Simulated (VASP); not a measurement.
MgH2: relaxation of cell and atoms with LDA

Crystal: MgH2.

```xyz
6
Lattice="4.5168 0.0000 0.0000 0.0000 4.5168 0.0000 0.0000 0.0000 3.0205" Properties=species:S:1:pos:R:3 pbc="T T T"
Mg    0.0000    0.0000    0.0000
Mg    2.2584    2.2584    1.5103
H     1.3821    1.3821    0.0000
H     0.8763    3.6405    1.5103
H     3.1347    3.1347    0.0000
H     3.6405    0.8763    1.5103
```

| Item | Value |
| --- | --- |
| Program | VASP 6.6.1 |
| Task | relaxation of cell and atoms |
| Functional | LDA |
| Potentials or basis | VASP PAW LDA potentials, release 64 (Mg, H) |
| Cutoff | 600 eV |
| k mesh | 6 × 6 × 10 |
| Occupations | gaussian, width 0.03 eV |
| Spin | no spin polarisation |
| Further INCAR settings | ALGO = Normal; EDIFF = 1e-06; IBRION = 2; EDIFFG = -0.01; NSW = 90; ISIF = 3 |

```
Relaxed volume                         : 9.65 Å³/atom
Relaxed cell                           : a = 4.417 Å, b = 4.417 Å, c = 2.966 Å, α = 90.00°, β = 90.00°, γ = 90.00°
Space group after relaxing (to 0.05 Å) : P4_2/mnm (No. 136)
Energy gained by relaxing              : 6.5 meV/atom
Ionic steps                            : 6
Pressure after relaxing                : 0.0 GPa
Largest force after relaxing           : 0.008 eV/Å
Band gap on the k mesh                 : 3.52 eV, indirect (least direct gap 4.40 eV)
```

Forces on the atoms (eV/Å):
```
Mg   0.000  0.000  0.000
Mg   0.000  0.000  0.000
H    0.005  0.005  0.000
H   -0.005  0.005  0.000
H   -0.005 -0.005  0.000
H    0.005 -0.005  0.000
```

Stress tensor (GPa, compression positive):
```
-0.03  0.00  0.00
 0.00 -0.03  0.00
 0.00  0.00  0.09
```

The path:
```csv
step,energy change (eV),largest force (eV/Å),pressure (GPa),volume (Å³)
1,0.0000,0.0523,-3.13,61.62
2,-0.0274,0.0508,-1.70,59.85
3,-0.0376,0.0491,-0.12,58.14
4,-0.0377,0.0489,0.02,58.00
5,-0.0387,0.0244,0.01,57.95
6,-0.0392,0.0078,0.01,57.88
```

Final structure:
```xyz
6
Lattice="4.4172 0.0000 0.0000 0.0000 4.4172 0.0000 0.0000 0.0000 2.9662" Properties=species:S:1:pos:R:3 pbc="T T T"
Mg    0.0000    4.4172    0.0000
Mg    2.2086    2.2086    1.4831
H     1.3432    1.3432    0.0000
H     0.8653    3.5518    1.4831
H     3.0739    3.0739    0.0000
H     3.5518    0.8653    1.4831
```

Levels at points of the mesh, in eV from the valence-band top:
| k point | band 2 | band 3 | band 4 | band 5 | band 6 | band 7 |
| --- | --- | --- | --- | --- | --- | --- |
| (0.00, 0.00, 0.00) | -1.59 | -1.59 | -0.48 | 4.31 | 4.97 | 9.16 |
| (0.50, 0.00, 0.00) | -5.21 | -0.56 | -0.56 | 5.10 | 5.10 | 10.09 |
| (0.50, 0.50, 0.00) | -4.04 | -3.04 | -3.04 | 9.15 | 9.15 | 9.33 |
| (0.00, 0.00, 0.50) | -3.32 | -0.10 | -0.10 | 6.28 | 6.28 | 6.57 |
| (0.50, 0.00, 0.50) | -2.49 | -1.26 | -1.26 | 5.01 | 5.01 | 6.68 |
| (0.50, 0.50, 0.50) | -2.04 | -1.09 | -1.09 | 3.62 | 3.62 | 3.79 |

Run time: 16 s on 2 MPI ranks on Intel(R) Xeon(R) 6975P-C (Granite Rapids) (shared host), peak memory 0.17 GiB a rank.

A k mesh can miss the band edges. LDA usually gives volumes a few per cent too small.
